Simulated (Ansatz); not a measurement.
**CdSe under changes of volume**

One of the cells (22.499 Å³/atom); the others are scaled copies at fixed shape and fractional positions:

```
Cd Se
1.0
     3.55686    0.00000    0.00000
     0.00000    3.55686    0.00000
     0.00000    0.00000    3.55686
Cd Se
1 1
Direct
  0.50000 0.50000 0.50000
  0.00000 0.00000 0.00000
```

The cell was built by a generator and needn't be a form met in nature.

| Item | Value |
| --- | --- |
| Program | Ansatz 0.2.0 |
| Functional | PBE |
| Potentials or basis | Ansatz PAW |
| Cutoff | 420 eV (not typed: the program's choice for these potentials) |
| k mesh | 8 × 8 × 8 |
| Occupations | fermi-dirac, width 0.05 eV |
| Spin | no spin polarisation |

```csv
volume (Å³/atom),energy over the lowest point (meV/atom),pressure (GPa)
21.149,?,?
21.599,7.08,2.6
22.049,1.74,1.2
22.499,0.00,0.0
22.949,1.49,-1.1
23.399,5.90,-2.1
23.849,12.90,-2.9
```

Question: What does the run at 21.149 Å³/atom give?

Answer: Energy over the lowest point 16.41 meV/atom; pressure 4.1 GPa.

Worked out: A Birch-Murnaghan fit of order 3 (a polynomial in V^(-2/3)) to the other rows has its minimum at 22.51 Å³/atom with B0 = V·E''(V) = 57 GPa and B' = 4.4. It gives 16.44 meV/atom at 21.149 Å³/atom, against the run's 16.41, and -dE/dV = 4.1 GPa, against 4.1.

Energies are extrapolated to zero smearing.
